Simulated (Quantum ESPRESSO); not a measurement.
The system is CoO.

```
CELL_PARAMETERS angstrom
3.19765 0.00000 0.00000
-1.59882 2.76924 0.00000
0.00000 0.00000 5.22871
ATOMIC_POSITIONS crystal
Co 0.33333 0.66667 0.50336
Co 0.00000 0.00000 0.00347
O 0.33333 0.66667 0.87156
O 0.00000 0.00000 0.37161
```

Measurements of this composition are mostly on another form, of space group No. 225.

Base run:

```yaml
Program: Quantum ESPRESSO 7.5
Functional: LDA
Potentials_or_basis: GBRV 1.5 LDA
Cutoff: 762 eV
Density_cutoff: 6095 eV
k_mesh: 10 × 10 × 5
Occupations: fermi-dirac, width 0.05 eV
Spin: collinear spin, ferromagnetic start
Starting_moments: "[2.0, 2.0, 0.0, 0.0] μB"
```

Its results: band gap on the k mesh none (metal or under the smearing width); pressure -14.0 GPa; net moment 5.82 μB per cell; site moments Co +2.33; O +0.34 μB; largest force 0.218 eV/Å.

**Question.** The run is repeated on the same cell with these changes: functional from LDA to PBEsol; potentials or basis from GBRV 1.5 LDA to GBRV 1.5 PBEsol. What comes out?

**Answer.** Band gap on the k mesh none (metal or under the smearing width); pressure -7.2 GPa; net moment 5.94 μB per cell; site moments Co +2.38; O +0.35 μB; largest force 0.230 eV/Å.

Caveats: semilocal functionals often make such compounds metallic where correlation or magnetic order opens a gap, which also shifts bond lengths.
